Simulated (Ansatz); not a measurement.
**Ligand exchange: GeH3I + C3H9N → GeH3(NH2) + C3H7I**

Species: GeH3I `[GeH3][I]`, singlet; C3H9N (propylamine) `CCCN`, singlet; GeH3(NH2), singlet; C3H7I `CCCI`, singlet. The partners trade I for NH2: Ge–I and C–NH2 bonds give way to Ge–NH2 and C–I.

Shapes, held fixed at every level: PBE0-D4/def2-TZVP. Flexible molecules stand in one conformer, not always the lowest. Programs: Ansatz 0.2.0. Electronic energies: no zero-point or thermal term.

```tsv
level	kind	ΔE (kJ/mol)	less CCSD(T)/def2-TZVPP
PBE-D4/def2-TZVPP	GGA	+53.5	+9.4
r2SCAN-D4/def2-TZVPP	meta-GGA	+53.3	+9.2
B3LYP-D4/def2-TZVPP	global hybrid	+52.2	+8.1
PBE0-D4/def2-TZVPP	global hybrid	+58.4	+14.3
wB97M-V/def2-TZVPP	range-separated hybrid	+53.8	+9.7
CCSD/def2-TZVPP	coupled cluster or CI	+47.7	+3.6
CCSD(T)/def2-TZVPP	coupled cluster or CI	+44.1	0.0
```

The highest level, CCSD(T)/def2-TZVPP, gives ΔE = +44.1 kJ/mol; the levels span +44.1 to +58.4. The column of differences is taken from that level and isn't an error. No measured value is set beside it here. For atoms past krypton def2 sets carry core potentials with scalar relativity. Relativity is left out for Ge unless named. Correlated rows may include outer-core shells of Ge, I, which these sets cover unevenly.

Every level makes the exchange endothermic, so nitrogen stays with carbon and iodine with germanium. The preference lies in the difference between two pairs of bonds, not in the strength of Ge–N alone. Carbon's compact valence orbitals overlap well with those of nitrogen but poorly with the diffuse 5p orbitals of iodine, so replacing C–N by C–I is costly. Germanium, larger and more electropositive, forms a comparatively favourable, polar bond to iodine. Its bond to nitrogen is also polar, but this gain evidently doesn't repay the loss on the carbon side.

The sign is secure across the methods, the size less so. All the functionals lie above both coupled-cluster values, with PBE0-D4 furthest away at +58.4 kJ/mol, and climbing from GGA to hybrid brings no steady approach to CCSD(T). Part of that offset may come from the slower basis-set convergence of the correlated energies. The result doesn't imply that germyl iodide is inert towards amines, since substitution at N–H with loss of HI is a different reaction.
